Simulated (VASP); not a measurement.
# SiC (P6_3mc) in VASP: a series of runs

One crystal, SiC, is run at these levels: PBEsol; tasks: relaxation of cell and atoms.

All numbers are computed with VASP 6.6.1; they aren't measurements. Logs are shortened: lines on timing, memory, paths and dates and some standing lists are left out, and cuts for length are marked.

## (1) The structure

Symmetry: P6_3mc, No. 186, hexagonal system. The conventional cell has a = 3.080 Å, b = 3.080 Å, c = 15.120 Å, α = 90.00°, β = 90.00°, γ = 120.00°. Si (site symmetry 3m) has 4 C at 1.89 Å as nearest neighbours. Si (site symmetry 3m) has 4 C at 1.89 Å as nearest neighbours. Si (site symmetry 3m) has 4 C at 1.89 Å as nearest neighbours. C (site symmetry 3m) has 4 Si at 1.89 Å as nearest neighbours. C (site symmetry 3m) has 4 Si at 1.89 Å as nearest neighbours. C (site symmetry 3m) is surrounded by 4 Si at 1.89 Å.

The cell was built by a generator and needn't be a form met in nature.

## (2) Relaxation of cell and atoms, PBEsol

Input file INCAR:

```
ALGO     = Normal         # electronic algorithm
EDIFF    = 1E-6           # SCF threshold, eV
EDIFFG   = -0.01          # ionic threshold
ENCUT    = 600            # plane-wave cutoff, eV
GGA      = PS             # functional
IBRION   = 2              # ionic algorithm
ISIF     = 3              # what is computed and relaxed
ISMEAR   = -1             # smearing method
KPAR     = 4            
LASPH    = T              # aspherical terms in the spheres
LCHARG   = F              # write CHGCAR
LREAL    = F              # projectors in reciprocal space
LWAVE    = F              # write WAVECAR
NELM     = 100            # most SCF steps
NSW      = 60             # ionic steps
PREC     = Accurate       # precision mode
SIGMA    = 0.05           # smearing width, eV
```

Input file KPOINTS:

```
k-points
0
Gamma
  8 8 2
```

Input file POSCAR:

```
SiC
1.0
    3.0800000000      0.0000000000      0.0000000000
   -1.5400000000      2.6673582437      0.0000000000
    0.0000000000      0.0000000000     15.1200000000
Si C
6 6
Direct
    0.0000000000      0.0000000000      0.0000000000
    0.3333333333      0.6666666667      0.1666666667
    0.6666666667      0.3333333333      0.3333333333
    0.0000000000      0.0000000000      0.5000000000
    0.6666666667      0.3333333333      0.6666666667
    0.3333333333      0.6666666667      0.8333333333
    0.0000000000      0.0000000000      0.1250000000
    0.3333333333      0.6666666667      0.2916666667
    0.6666666667      0.3333333333      0.4583333333
    0.0000000000      0.0000000000      0.6250000000
    0.6666666667      0.3333333333      0.7916666667
    0.3333333333      0.6666666667      0.9583333333
```

Potentials or basis: VASP PAW PBE potentials, release 64 (Si, C).

The run is started by

```sh
> cat potpaw_PBE.64/Si/POTCAR potpaw_PBE.64/C/POTCAR > POTCAR
> mpirun -np 4 vasp_std > vasp.out
```

OUTCAR:

```text
EDIFF = 1E-6
   EDIFFG = -0.01
   ENCUT = 600
   GGA = PS
   IBRION = 2
   ISIF = 3
   ISMEAR = -1
   LASPH = T
   LREAL = F
   NELM = 100
   NSW = 60
   PREC = Accurate

 ion  position               nearest neighbor table
   1  0.000  0.000  0.000-  12 1.89  12 1.89  12 1.89   7 1.89   6 3.08   2 3.08   6 3.08   2 3.08
                             2 3.08   6 3.08
   2  0.333  0.667  0.167-   7 1.89   7 1.89   7 1.89   8 1.89   3 3.08   3 3.08   3 3.08   1 3.08
                             1 3.08   1 3.08
   3  0.667  0.333  0.333-   8 1.89   8 1.89   8 1.89   9 1.89   2 3.08   2 3.08   2 3.08   4 3.08
                             4 3.08   4 3.08
   4  0.000  0.000  0.500-   9 1.89   9 1.89   9 1.89  10 1.89   5 3.08   3 3.08   3 3.08   5 3.08
                             5 3.08   3 3.08
   5  0.667  0.333  0.667-  10 1.89  10 1.89  10 1.89  11 1.89   6 3.08   6 3.08   6 3.08   4 3.08
                             4 3.08   4 3.08
   6  0.333  0.667  0.833-  11 1.89  11 1.89  11 1.89  12 1.89   5 3.08   5 3.08   5 3.08   1 3.08
                             1 3.08   1 3.08
   7  0.000  0.000  0.125-   2 1.89   2 1.89   2 1.89   1 1.89
   8  0.333  0.667  0.292-   3 1.89   3 1.89   3 1.89   2 1.89
   9  0.667  0.333  0.458-   4 1.89   4 1.89   4 1.89   3 1.89
  10  0.000  0.000  0.625-   5 1.89   5 1.89   5 1.89   4 1.89
  11  0.667  0.333  0.792-   6 1.89   6 1.89   6 1.89   5 1.89
  12  0.333  0.667  0.958-   1 1.89   1 1.89   1 1.89   6 1.89

  LATTYP: Found a hexagonal cell.
 ALAT       =     3.0800000000
 C/A-ratio  =     4.9090909091

  Lattice vectors:

 A1 = (   3.0800000000,   0.0000000000,   0.0000000000)
 A2 = (  -1.5400000000,   2.6673582437,   0.0000000000)
 A3 = (   0.0000000000,   0.0000000000,  15.1200000000)

Analysis of symmetry for initial positions (statically):
=====================================================================
 Subroutine PRICEL returns:
 Original cell was already a primitive cell.

 Routine SETGRP: Setting up the symmetry group for a
 hexagonal supercell.

 Subroutine GETGRP returns: Found 12 space group operations
 (whereof  6 operations were pure point group operations)
 out of a pool of 24 trial point group operations.

The static configuration has the point symmetry C_3v.
 The point group associated with its full space group is C_6v.

Analysis of symmetry for dynamics (positions and initial velocities):
=====================================================================
 Subroutine PRICEL returns:
 Original cell was already a primitive cell.

 Routine SETGRP: Setting up the symmetry group for a
 hexagonal supercell.

 Subroutine GETGRP returns: Found 12 space group operations
 (whereof  6 operations were pure point group operations)
 out of a pool of 24 trial point group operations.

The dynamic configuration has the point symmetry C_3v.
 The point group associated with its full space group is C_6v.

 Subroutine INISYM returns: Found 12 space group operations
 (whereof  6 operations are pure point group operations),
 and found     1 'primitive' translations

----------------------------------------------------------------------------------------

                                     Primitive cell

  volume of cell :     124.2178

  direct lattice vectors                    reciprocal lattice vectors
     3.080000000  0.000000000  0.000000000     0.324675325  0.187451386  0.000000000
    -1.540000000  2.667358244  0.000000000     0.000000000  0.374902772  0.000000000
     0.000000000  0.000000000 15.120000000     0.000000000  0.000000000  0.066137566

  length of vectors
     3.080000000  3.080000000 15.120000000     0.374902772  0.374902772  0.066137566

  position of ions in fractional coordinates (direct lattice)
     0.000000000  0.000000000  0.000000000
     0.333333333  0.666666667  0.166666667
     0.666666667  0.333333333  0.333333333
     0.000000000  0.000000000  0.500000000
     0.666666667  0.333333333  0.666666667
     0.333333333  0.666666667  0.833333333
     0.000000000  0.000000000  0.125000000
     0.333333333  0.666666667  0.291666667
     0.666666667  0.333333333  0.458333333
     0.000000000  0.000000000  0.625000000
     0.666666667  0.333333333  0.791666667
     0.333333333  0.666666667  0.958333333

  ion indices of the primitive-cell ions
   primitive index   ion index
                 1           1
                 2           2
                 3           3
                 4           4
                 5           5
                 6           6
                 7           7
                 8           8
                 9           9
                10          10
                11          11
                12          12

----------------------------------------------------------------------------------------

 KPOINTS: k-points

Automatic generation of k-mesh.
 Grid dimensions read from file:
 generate k-points for:    8    8    2

 Generating k-lattice:

  Cartesian coordinates                     Fractional coordinates (reciprocal lattice)
     0.040584416  0.023431423  0.000000000     0.125000000  0.000000000  0.000000000
     0.000000000  0.046862847  0.000000000     0.000000000  0.125000000  0.000000000
     0.000000000  0.000000000  0.033068783     0.000000000  0.000000000  0.500000000

  Length of vectors
     0.046862847  0.046862847  0.033068783

  Shift w.r.t. Gamma in fractional coordinates (k-lattice)
     0.000000000  0.000000000  0.000000000

 Subroutine IBZKPT returns following result:
 ===========================================

 Found     20 irreducible k-points:

 Following reciprocal coordinates:
            Coordinates               Weight
  0.000000  0.000000  0.000000      1.000000
  0.125000 -0.000000  0.000000      6.000000
  0.250000 -0.000000  0.000000      6.000000
  0.375000  0.000000  0.000000      6.000000
  0.500000 -0.000000  0.000000      3.000000
  0.125000  0.125000  0.000000      6.000000
[... 12 lines left out ...]
  0.250000  0.250000  0.500000      6.000000
  0.375000  0.250000  0.500000      6.000000
   k-points           NKPTS =     20   k-points in BZ     NKDIM =     20   number of bands    NBANDS=     31
   number of dos      NEDOS =    301   number of ions     NIONS =     12
   total plane-waves  NPLWV =  98784
   dimension x,y,z NGX =    28 NGY =   28 NGZ =  126
   dimension x,y,z NGXF=    56 NGYF=   56 NGZF=  252
   ions per type =               6   6
   NGX,Y,Z   is equivalent  to a cutoff of  15.11, 15.11, 13.85 a.u.
   NGXF,Y,Z  is equivalent  to a cutoff of  30.23, 30.23, 27.71 a.u.
 SYSTEM =  unknown system
   PREC   = accura    normal or accurate (medium, high low for compatibility)
   ISTART =      0    job   : 0-new  1-cont  2-samecut
   ICHARG =      2    charge: 1-file 2-atom 10-const
   ISPIN  =      1    spin polarized calculation?
   LNONCOLLINEAR =      F non collinear calculations
   LSORBIT =      F    spin-orbit coupling
   LASPH  =      T    aspherical Exc in radial PAW
   ENCUT  =  600.0 eV  44.10 Ry    6.64 a.u.   6.15  6.15 30.20*2*pi/ulx,y,z
   NELM   =    100;   NELMIN=  2; NELMDL= -5     # of ELM steps
   EDIFF  = 0.1E-05   stopping-criterion for ELM
   LREAL  =      F    real-space projection
   EDIFFG = -.1E-01   stopping-criterion for IOM
   NSW    =     60    number of steps for IOM
   IBRION =      2    ionic relax: 0-MD 1-quasi-New 2-CG
   NFREE  =      1    steps in history (QN), initial steepest desc. (CG)
   ISIF   =      3    stress and relaxation
   ISYM   =      2    0-nonsym 1-usesym 2-fastsym
   POTIM  = 0.5000    time-step for ionic-motion
   TEBEG  =    0.0;   TEEND  =   0.0 temperature during run
   PSTRESS=    0.0 pullay stress
   NELECT =      48.0000    total number of electrons
   NUPDOWN=      -1.0000    fix difference up-down
   EMIN   =  10.00;   EMAX   =-10.00  energy-range for DOS
   EFERMI =   0.00;   METHOD = LEGACY
   ISMEAR =    -1;   SIGMA  =   0.05  broadening in eV -4-tet -1-fermi 0-gaus
   EFERMI_NEDOS =   21; number of points for ismear=-14 and -15
   IALGO  =     38    algorithm
   IMIX   =      4    mixing-type and parameters
     AMIX     =   0.40;   BMIX     =  1.00
     AMIX_MAG =   1.60;   BMIX_MAG =  1.00
  volume/ion in A,a.u.               =      10.35        69.86
  Fermi-wavevector in a.u.,A,eV,Ry     =   1.192415  2.253337 19.345479  1.421853
  Thomas-Fermi vector in A             =   2.328453
   LORBIT       =      0    0 simple, 1 ext, 2 COOP (PROOUT), +10 PAW based schemes
   GGA     = PS    functional components
   LHFCALC =     F    Hartree Fock is set to
   AEXX    =    0.0000 exact exchange contribution
   IVDW    =     0    specifies the selected vdW correction
   LEPSILON=     F    determine dielectric tensor
   LRPA    =     F    only Hartree local field effects (RPA)
 conjugate gradient relaxation of ions
 non-spin polarized calculation
  energy-cutoff  :      600.00
  volume of cell :      124.22
 maximum number of plane-waves:      4172
 NGX is ok and might be reduce to    28
   NGX = 13   NGY = 13   NGZ = 61

--------------------------------------- Ionic step        1  -------------------------------------------

 number of electron      48.0000002 magnetization

 Free energy of the ion-electron system (eV)
  ---------------------------------------------------
  ext. energy  EPLUGINS =         0.00000000
  ---------------------------------------------------
  free energy    TOTEN  =       -95.50751251 eV

  energy without entropy =      -95.50751251  energy(sigma->0) =      -95.50751251

------------------------ aborting loop because EDIFF is reached ----------------------------------------

  FORCE on cell =-STRESS in cart. coord.  units (eV):
  Direction    XX          YY          ZZ          XY          YZ          ZX
  --------------------------------------------------------------------------------------
  -------------------------------------------------------------------------------------
  Total       -0.0770667     -0.0770667     -0.1489775      0.0000000     -0.0000000      0.0000000
  in kB       -0.9940157     -0.9940157     -1.9215306      0.0000000     -0.0000000      0.0000000
  external PRESSURE =      -1.3031873 kB  Pullay stress =       0.0000000 kB
[... 169 lines left out ...]
  energy  without entropy=      -95.5083385881  energy(sigma->0) =      -95.50833859

--------------------------------------- Ionic step        5  -------------------------------------------

 number of electron      48.0000002 magnetization

 Free energy of the ion-electron system (eV)
  ---------------------------------------------------
  ext. energy  EPLUGINS =         0.00000000
  ---------------------------------------------------
  free energy    TOTEN  =       -95.50835418 eV

  energy without entropy =      -95.50835417  energy(sigma->0) =      -95.50835417

 E-fermi :   9.0465     XC(G=0): -11.5035

 val. band max:        8.1025727218   @ k =   0.0000   0.0000   0.0000
 cond. band min:      10.0154123584   @ k =   0.5000  -0.0000   0.0000
 fundamental gap:      1.9128396366
 Fermi energy:         9.0464919706

 k-point     1 :       0.0000    0.0000    0.0000
  band No.  band energies     occupation
      1      -7.3746      2.00000
      2      -6.8508      2.00000
      3      -6.8148      2.00000
      4      -5.3099      2.00000
      5      -5.2819      2.00000
      6      -3.7689      2.00000
[... 708 lines left out ...]
  FREE ENERGIE OF THE ION-ELECTRON SYSTEM (eV)
  ---------------------------------------------------
  free  energy   TOTEN  =       -95.5083541750 eV

  energy  without entropy=      -95.5083541743  energy(sigma->0) =      -95.50835417

 reached required accuracy - stopping structural energy minimisation
```

Wall time 80 s (4 MPI ranks of Intel Xeon Platinum 8488C (Sapphire Rapids), shared host); peak memory 0.33 GiB.

Results:

```yaml
Free_energy: -95.5084 eV
Relaxed_volume: 10.34 Å³/atom
Relaxed_cell: a = 3.080 Å, b = 3.080 Å, c = 15.110 Å, α = 90.00°, β = 90.00°, γ = 120.00°
Space_group_after_relaxing_to_0.05_Å: P6_3mc (No. 186)
Energy_gained_by_relaxing: 0.1 meV/atom
Ionic_steps: 5
Pressure_after_relaxing: 0.0 GPa
Band_gap_on_the_k_mesh: 1.91 eV, indirect (least direct gap 3.02 eV)
```

Forces in eV/Å, atoms in the order of the input:
```
Si   0.000  0.000  0.001
Si   0.000  0.000  0.002
Si   0.000  0.000 -0.001
Si   0.000  0.000  0.001
Si   0.000  0.000  0.002
Si   0.000  0.000 -0.001
C    0.000  0.000  0.001
C    0.000  0.000 -0.001
C    0.000  0.000 -0.001
C    0.000  0.000  0.001
C    0.000  0.000 -0.001
C    0.000  0.000 -0.001
```

The path:
```csv
step,energy change (eV),largest force (eV/Å),pressure (GPa),volume (Å³)
1,0.0000,0.1228,-0.13,124.22
2,-0.0005,0.0731,0.13,124.07
3,-0.0007,0.0398,0.05,124.12
4,-0.0008,0.0116,0.00,124.14
5,-0.0008,0.0020,0.01,124.14
```

Final structure:
```
Si C
1.0
     3.08000    0.00000    0.00000
    -1.54000    2.66736    0.00000
     0.00000    0.00000   15.10995
Si C
6 6
Direct
  0.00000 0.00000 0.99996
  0.33333 0.66667 0.16668
  0.66667 0.33333 0.33318
  0.00000 0.00000 0.49996
  0.66667 0.33333 0.66668
  0.33333 0.66667 0.83318
  0.00000 0.00000 0.12531
  0.33333 0.66667 0.29169
  0.66667 0.33333 0.45818
  0.00000 0.00000 0.62531
  0.66667 0.33333 0.79169
  0.33333 0.66667 0.95818
```

Levels at points of the mesh, in eV from the valence-band top:
```
           k point  band 21  band 22  band 23  band 24  band 25  band 26  band 27  band 28
(0.00, 0.00, 0.00)    -0.30    -0.03     0.00     0.00     5.12     5.28     5.70     6.21
(0.50, 0.00, 0.00)    -1.82    -1.80    -1.68    -1.10     1.91     2.10     3.10     3.79
(0.00, 0.00, 0.50)    -0.10    -0.10    -0.10    -0.10     5.18     5.18     5.93     5.93
(0.50, 0.00, 0.50)    -1.73    -1.73    -1.31    -1.31     1.95     1.95     3.32     3.32
```

Caveat: the PAW data sets were made with another functional, which shifts forces and pressure a little. PBEsol gaps usually lie below the measured ones, often by a third to a half.

## (3) Relaxation of cell and atoms, PBEsol, target pressure 20 GPa, at which the enthalpy is minimised

Changes to INCAR since step 2:

```diff
@@ -16,2 +16,3 @@
 PREC     = Accurate       # precision mode
+PSTRESS  = 200          
 SIGMA    = 0.05           # smearing width, eV
```

KPOINTS is that of step 2.

Input file POSCAR:

```
SiC                                     
1.0
    3.0800045318      0.0000000000      0.0000000000
   -1.5400022659      2.6673621683      0.0000000000
    0.0000000000     -0.0000000000     15.1099540968
  Si              C             
     6     6
Direct
     0.0000000000000000    0.0000000000000000    0.9999574891359602
     0.3333333332999970    0.6666666667000030    0.1666788858579477
     0.6666666667000030    0.3333333332999970    0.3331813271086604
     0.0000000000000000    0.0000000000000000    0.4999574891359602
     0.6666666667000030    0.3333333332999970    0.6666788858579477
     0.3333333332999970    0.6666666667000030    0.8331813271086604
     0.0000000000000000    0.0000000000000000    0.1253136265324913
     0.3333333332999970    0.6666666667000030    0.2916884226731416
     0.6666666667000030    0.3333333332999970    0.4581802486917987
     0.0000000000000000    0.0000000000000000    0.6253136265324915
     0.6666666667000030    0.3333333332999970    0.7916884226731417
     0.3333333332999970    0.6666666667000030    0.9581802486917987
```

Potentials or basis: VASP PAW PBE potentials, release 64 (Si, C).

The run is started by

```sh
> cat potpaw_PBE.64/Si/POTCAR potpaw_PBE.64/C/POTCAR > POTCAR
> mpirun -np 4 vasp_std > vasp.out
```

Run time: 1.9 min. Hardware: 4 MPI ranks of Intel Xeon Platinum 8488C (Sapphire Rapids), shared host; peak memory 0.33 GiB.

The run converged. Its results:

| Property | Result |
| --- | --- |
| Free energy | -94.9637 eV |
| Relaxed volume | 9.57 Å³/atom |
| Relaxed cell | a = 3.001 Å, b = 3.001 Å, c = 14.722 Å, α = 90.00°, β = 90.00°, γ = 120.00° |
| Space group after relaxing (to 0.05 Å) | P6_3mc (No. 186) |
| Energy change on relaxing (the enthalpy is what falls) | +45.4 meV/atom |
| Ionic steps | 7 |
| Pressure after relaxing | 20.0 GPa |
| Largest force after relaxing | 0.006 eV/Å |
| Band gap on the k mesh | 1.89 eV, indirect (least direct gap 3.01 eV) |

Forces in eV/Å, atoms in the order of the input:
```
Si   0.000  0.000  0.001
Si   0.000  0.000 -0.006
Si   0.000  0.000 -0.002
Si   0.000  0.000  0.001
Si   0.000  0.000 -0.006
Si   0.000  0.000 -0.002
C    0.000  0.000  0.003
C    0.000  0.000 -0.002
C    0.000  0.000  0.006
C    0.000  0.000  0.003
C    0.000  0.000 -0.002
C    0.000  0.000  0.006
```

Step by step:
```tsv
step	energy change (eV)	largest force (eV/Å)	pressure (GPa)	volume (Å³)
1	0.0000	0.0021	0.02	124.14
2	3.5895	0.0755	61.66	102.37
3	0.5103	0.0247	19.30	115.13
4	0.5404	0.0254	19.92	114.88
5	0.5631	0.0260	20.38	114.70
6	0.5212	0.0307	19.52	115.04
7	0.5446	0.0065	20.01	114.85
```

Final structure:
```xyz
12
Lattice="3.0013 0.0000 0.0000 -1.5007 2.5992 0.0000 0.0000 0.0000 14.7219" Properties=species:S:1:pos:R:3 pbc="T T T"
Si    0.0000    0.0000   14.7218
Si    0.0000    1.7328    2.4537
Si    1.5007    0.8664    4.9050
Si    0.0000    0.0000    7.3608
Si    1.5007    0.8664    9.8147
Si    0.0000    1.7328   12.2659
C     0.0000    0.0000    1.8446
C     0.0000    1.7328    4.2942
C     1.5007    0.8664    6.7452
C     0.0000    0.0000    9.2056
C     1.5007    0.8664   11.6551
C     0.0000    1.7328   14.1062
```

Levels at points of the mesh, in eV from the valence-band top:
```
           k point  band 22  band 23  band 24  band 25  band 26  band 27
(0.00, 0.00, 0.00)    -0.04     0.00     0.00     5.81     5.96     6.41
(0.50, 0.00, 0.00)    -1.86    -1.75    -1.12     1.89     2.12     3.23
(0.00, 0.00, 0.50)    -0.10    -0.10    -0.10     5.87     5.87     6.63
(0.50, 0.00, 0.50)    -1.78    -1.34    -1.34     1.95     1.95     3.44
```

Caveat: the cell is relaxed towards a set pressure, so the enthalpy falls and the energy may rise; the PAW data sets were made with another functional, which shifts forces and pressure a little. A k mesh can miss the band edges.

[end of part 1 of 2]
